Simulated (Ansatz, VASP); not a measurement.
## Two plane-wave programs on Mg

Contents of INCAR:

```
SYSTEM = Mg
ALGO = Normal ; EDIFF = 1E-6
ENCUT = 520 ; GGA = PE
ISIF = 2 ; ISMEAR = -1
LASPH = .True. ; LCHARG = .True.
LELF = .True. ; LREAL = .False.
LVHAR = .True. ; LWAVE = .False.
NBANDS = 9 ; NELM = 80
PREC = Accurate ; SIGMA = 0.05
```

KPOINTS

```
k-points
0
Gamma
  10 10 5
  0 0 0
```

File POSCAR:

```
Mg
1.0
    3.1659257641      0.0000000000      0.0000000000
   -1.5829628820      2.7417721382      0.0000000000
    0.0000000000      0.0000000000      5.1398819084
Mg
2
Direct
    0.6666666667      0.3333333333      0.7500000000
    0.3333333333      0.6666666667      0.2500000000
```

The input input.yaml:

```yaml
crystal:
  lattice:
    - [3.1659257641, 0.0, 0.0]
    - [-1.582962882, 2.7417721382, 0.0]
    - [0.0, 0.0, 5.1398819084]
  atoms:
    - { symbol: Mg, position: [0.6666666667, 0.3333333333, 0.75] }
    - { symbol: Mg, position: [0.3333333333, 0.6666666667, 0.25] }
hamiltonian:
  xc: pbe
  pseudopotentials: { kind: paw }
kpoints:
  mp_grid: { grid: [10, 10, 5] }
scf:
  occupations: { method: fermi_dirac, width: 0.05 }
output:
  forces: true
  stress: true
  eigenvalues: true
```

Alike in both runs: task single point; functional PBE; k mesh 10 × 10 × 5; occupations fermi-dirac, width 0.05 eV; no spin polarisation.

|  | VASP | Ansatz |
| --- | --- | --- |
| version | VASP 6.6.1 | Ansatz 0.2.0 |
| potentials or method | VASP PAW PBE potentials, release 64 (Mg) | Ansatz PAW |
| plane-wave cutoff (eV) | 520 | 420 |
| valence electrons in the cell | 4 | 20 |

Ansatz gave:

- gap on the k mesh at the Fermi level (eV): none
- pressure (GPa): 1.1
- largest component of the traceless stress (GPa): 0.73

Estimate VASP's values.

gap on the k mesh at the Fermi level (eV): none; pressure (GPa): 1.0; largest component of the traceless stress (GPa): 0.73.

A gap of «none» marks a metal or a gap that the smearing closes. The two sets of potentials don't hold the same shells in valence.
